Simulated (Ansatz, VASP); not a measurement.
# Two plane-wave programs on Sr

File INCAR:

```
  PREC = Accurate
  ENCUT = 520
  EDIFF = 1E-7
  ISMEAR = -1
  SIGMA = 0.05
  LREAL = F
  LASPH = T
  NELM = 60
  ALGO = Normal
  ISIF = 2
  LWAVE = F
  LCHARG = F
  GGA = PE
  NBANDS = 28
```

The input KPOINTS:

```
Automatic mesh
0
Gamma
  5 5 5
```

The input POSCAR:

```
Sr
1.0
   -4.2132283356      4.2132283356      3.6238747077
    4.2132283356     -4.2132283356      3.6238747077
    4.2132283356      4.2132283356     -3.6238747077
Sr
4
Direct
    0.3354504800      0.1645495200      0.5000000000
    0.6645495200      0.8354504800      0.5000000000
    0.8354504800      0.3354504800      0.1709009600
    0.1645495200      0.6645495200      0.8290990400
```

Contents of input.yaml:

```yaml
crystal:
  lattice:
    - [-4.2132283356, 4.2132283356, 3.6238747077]
    - [4.2132283356, -4.2132283356, 3.6238747077]
    - [4.2132283356, 4.2132283356, -3.6238747077]
  atoms:
    - { symbol: Sr, position: [0.33545048, 0.16454952, 0.5] }
    - { symbol: Sr, position: [0.66454952, 0.83545048, 0.5] }
    - { symbol: Sr, position: [0.83545048, 0.33545048, 0.17090096] }
    - { symbol: Sr, position: [0.16454952, 0.66454952, 0.82909904] }
hamiltonian:
  xc: pbe
  pseudopotentials: { kind: paw }
kpoints:
  mp_grid: { grid: [5, 5, 5] }
scf:
  occupations: { method: fermi_dirac, width: 0.05 }
output:
  forces: true
  stress: true
  eigenvalues: true
```

Change from the starting cell: volume scaled by 1.04.

Alike in both runs: task single point; functional PBE; k mesh 5 × 5 × 5; occupations fermi-dirac, width 0.05 eV; no spin polarisation.

```csv
,VASP,Ansatz
version,VASP 6.6.1,Ansatz 0.2.0
potentials or method,"VASP PAW PBE potentials, release 64 (Sr_sv)",Ansatz PAW
plane-wave cutoff (eV),520,420
valence electrons in the cell,40,40
```

```csv
,VASP,Ansatz,Ansatz less VASP
gap on the k mesh at the Fermi level (eV),none,none,-
pressure (GPa),-0.6,-0.6,0.00
rms of the force components (eV/Å),0.055,0.055,-0.0005
```

Atom by atom the forces differ by 0.001 eV/Å (rms over components). A gap of «none» marks a metal or a gap that the smearing closes.
